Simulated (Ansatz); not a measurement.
Mg: a run of Ansatz with trial settings.

```yaml
crystal:
  lattice:
    - [-1.83599163, 1.83599163, 1.67940402]
    - [1.83599163, -1.83599163, 1.67940402]
    - [1.83599163, 1.83599163, -1.67940402]
  atoms:
    - { symbol: Mg, position: [0.0, 0.0, 0.0] }
basis:
  ecutwfc: 420
kpoints:
  mp_grid: { grid: [6, 6, 6] }
hamiltonian:
  xc: rpbe
scf:
  occupations: { method: gaussian, width: 0.1 }
output:
  forces: true
  stress: true
  eigenvalues: true
```

Command:

```bash
ansatz run input.yaml --threads 1 --pin off --max-ram 1331MiB --backend cpu --events-out ev --progress --plain --runs-dir out
```

From the log (HF is the Harris–Foulkes energy, dr2 the density residual in eV):

```text
Pseudopotential: Mg, paw, valence charge 10, recommended cutoff 420 eV (normal)
Crystal: 1 atom, lattice volume = 22.644 Å³
Basis set: ecut = 420 eV, 433 PW (Γ), exchange–correlation on 48×48×48 points (8 copies of the dense FFT grid, shifted against one another)
Bands: 9, of which v1, the nominal top of the filled ones, is band 5 counted from 1 (4 counted from 0)
Symmetry: 16 space group operations
Space group: I4/mmm (ITA 139), of the structure as read, at distance tolerance 2.8e-5 Å
k-points: 30 of 216
PAW frozen core: Mg, regenerated for the run's functional, and the local potential with it (the file was generated under x = pbe(κ = 0.804, μ = 0.2195), c = pbe(β = 0.0667))
Initial density: superposition of atomic densities, corrected by the library's trained network
SCF iter   1: HF=-1926.573963 eV  Δρ=2.51e-3  dr2=5.42e-4
SCF iter   2: HF=-1926.573717 eV  Δρ=7.84e-4  dr2=8.85e-5
SCF iter   3: HF=-1926.573742 eV  Δρ=1.81e-4  dr2=6.17e-6
SCF iter   4: F=-1926.573746 eV  HF=-1926.573746 eV  Δρ=9.55e-6  dr2=6.01e-9
SCF iter   5: F=-1926.573746 eV  HF=-1926.573746 eV  Δρ=1.06e-6  dr2=1.08e-10
SCF iter   6: F=-1926.573746 eV  HF=-1926.573746 eV  Δρ=2.78e-8  dr2=1.18e-13
SCF 1 converged in 6 iterations: F = -1926.573746 eV  dr2 = 1.18e-13
SCF converged after 6 iterations
Free energy (F): -1926.573746 eV
E sigma→0 (E₀):  -1926.571337 eV
Entropy (-TS):   -0.004819 eV (-4.819 meV/atom)
Fermi energy:    6.032502 eV
--- Forces (eV/Å), atoms counted from 1 ---
  atom   1  Mg     0.00000000     0.00000000    -0.00000000
--- Stress (GPa, compression-positive) ---
        0.548280       0.000000       0.000000
        0.000000       0.548280      -0.000000
        0.000000       0.000000       4.306626
  P = ⅓ Tr σ = 1.8011 GPa (18.011 kbar)
```

These settings were drawn at random to show what each does; none of the numbers is a converged property of the crystal. Forces of this functional on these PAW sets can be off by 10 %.